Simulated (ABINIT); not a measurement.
The system is AlN.

```xyz
2
Lattice="0.0000 2.0345 2.0345 2.0345 0.0000 2.0345 2.0345 2.0345 0.0000" Properties=species:S:1:pos:R:3 pbc="T T T"
Al    2.0345    2.0345    2.0345
N     0.0000    0.0000    0.0000
```

Measurements of this composition are mostly on another form, of space group No. 186.

Base run:

* Program: ABINIT 10.8.3 (patched build)
* Functional: PBEsol
* Potentials or basis: JTH PAW PBE v2.0
* Cutoff: 844 eV
* k mesh: 11 × 11 × 11
* Occupations: fermi-dirac, width 0.05 eV
* Spin: no spin polarisation

Its results: band gap on the k mesh 4.48 eV, indirect (least direct gap 5.38 eV); pressure -3.4 GPa.

Q: After a change of settings the same cell gave: band gap on the k mesh 5.25 eV, indirect (least direct gap 6.09 eV); pressure -3.7 GPa. Which change was it?
A. functional from PBEsol to BLYP
B. functional from PBEsol to AM05
C. functional from PBEsol to SCAN
D. functional from PBEsol to LDA

A: C.

SCAN gives the wider gap, since meta-GGAs in the generalised Kohn-Sham scheme recover part of the derivative discontinuity.

Caveats: the PAW data sets were made with another functional, which shifts forces and pressure a little; the mesh misses the band edges, which the band path finds closer together.
